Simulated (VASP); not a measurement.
Wanted: the native input for a VASP 6.6.1 run.

| Quantity | Value |
| --- | --- |
| Task | single point |
| Functional | LDA |
| Potentials or basis | VASP PAW LDA potentials, release 64 (O, H, Cl) |
| Cutoff | 520 eV |
| k mesh | 1 × 1 × 1 |
| Occupations | fermi-dirac, width 0.02 eV |
| Spin | no spin polarisation |
| Dipole correction | no |
| Further INCAR settings | LREAL = Auto; ALGO = Normal; EDIFF = 1e-06; NBANDS = 44 |

The structure of H13ClO6 lies in POSCAR:

```
H13ClO6
1.0
    6.6965600000      0.0000000000      0.0000000000
    0.0000000000      6.6965600000      0.0000000000
    0.0000000000      0.0000000000      6.6965600000
O H Cl
6 13 1
Direct
    0.4302358226      0.9262218214      0.6934605230
    0.2725279845      0.2594167752      0.6633405808
    0.5107099765      0.7781159282      0.3528229419
    0.9101986692      0.1785095631      0.6982689620
    0.6682087520      0.1061291170      0.2326269010
    0.4344021408      0.3803594681      0.3112493579
    0.3644109812      1.0860352181      0.6849636231
    0.4687779995      0.8406107016      0.5706213339
    0.3193131996      0.3584228320      0.7618837134
    0.1125801904      0.2315666551      0.6939383803
    0.6351619339      0.8399387148      0.2978245547
    0.5247619673      0.6313988077      0.3421906173
    0.8681472278      0.0442017991      0.7368260719
    0.8554093445      0.1789127552      0.5670523373
    0.5666342122      0.2222484380      0.2633740308
    0.7745917307      0.1678025733      0.1600075263
    0.3493435436      0.4388372538      0.1996398151
    0.3205227759      0.3664120086      0.4131374915
    0.3566159342      0.8148810733     -0.2021634989
    0.2724533193      0.5975904046     -0.0415138519
```

The cell was built by a generator and needn't be a form met in nature.

The input as run:

INCAR

```
PREC     = Accurate       # precision mode
ENCUT    = 520            # plane-wave cutoff, eV
EDIFF    = 1E-6           # SCF threshold, eV
ISMEAR   = -1             # smearing method
SIGMA    = 0.02           # smearing width, eV
LREAL    = Auto         
LASPH    = True           # aspherical terms in the spheres
NELM     = 80             # most SCF steps
ALGO     = Normal         # electronic algorithm
ISIF     = 2              # what is computed and relaxed
LWAVE    = False          # write WAVECAR
LCHARG   = False          # write CHGCAR
NBANDS   = 44             # bands
```

KPOINTS

```
regular mesh
0
Gamma
  1 1 1
```

Potentials or basis: VASP PAW LDA potentials, release 64 (O, H, Cl).

The run is started by

```sh
$ cat potpaw_LDA.64/O/POTCAR potpaw_LDA.64/H/POTCAR potpaw_LDA.64/Cl/POTCAR > POTCAR
$ mpirun -np 1 vasp_gam > vasp.out
```

Results of the run:

```json
{"Pressure": "-1.2 GPa", "Largest force": "2.681 eV/Å", "Band gap on the k mesh": "3.91 eV, direct"}
```

Wall time 9.9 s on 1 thread of Intel(R) Xeon(R) 6975P-C (Granite Rapids), on a shared host, peak memory 0.25 GiB.
